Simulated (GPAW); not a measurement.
The system is Au.

```xyz
1
Lattice="0.0000 2.0350 2.0350 2.0350 0.0000 2.0350 2.0350 2.0350 0.0000" Properties=species:S:1:pos:R:3 pbc="T T T"
Au    0.0000    0.0000    0.0000
```

```yaml
Program: GPAW 26.7.0
Task: single point
Functional: PBEsol
Potentials_or_basis: PAW data sets generated in the run's folder for this functional
Cutoff: 600 eV
Basis: pw
k_mesh: 11 × 11 × 11
Occupations: fermi-dirac, width 0.05 eV
Spin: no spin polarisation
```

On this cell: pressure 4.7 GPa; band gap on the k mesh none (metal or under the smearing width).

The same run follows on a disturbed copy (cell strained at random at fixed volume):

```
Au
1.0
     0.05952    2.03278    2.02390
     2.06284    0.03015    2.05328
     2.07413    2.07344    0.01886
Au
1
Direct
  0.99810 0.99583 0.01853
```

Problem. What changes?

Solution. The energy (extrapolated to zero smearing) moves by +6.5 meV/atom; pressure 4.9 GPa; band gap on the k mesh none (metal or under the smearing width).

Stress tensor (GPa, compression positive):
```
 5.01 -2.24 -1.61
-2.24  4.84  0.25
-1.61  0.25  4.81
```

Caveats: with this Au data set, volumes or pressures lay over 1.5 % or 2 GPa off other programs in two to four cells of ten.
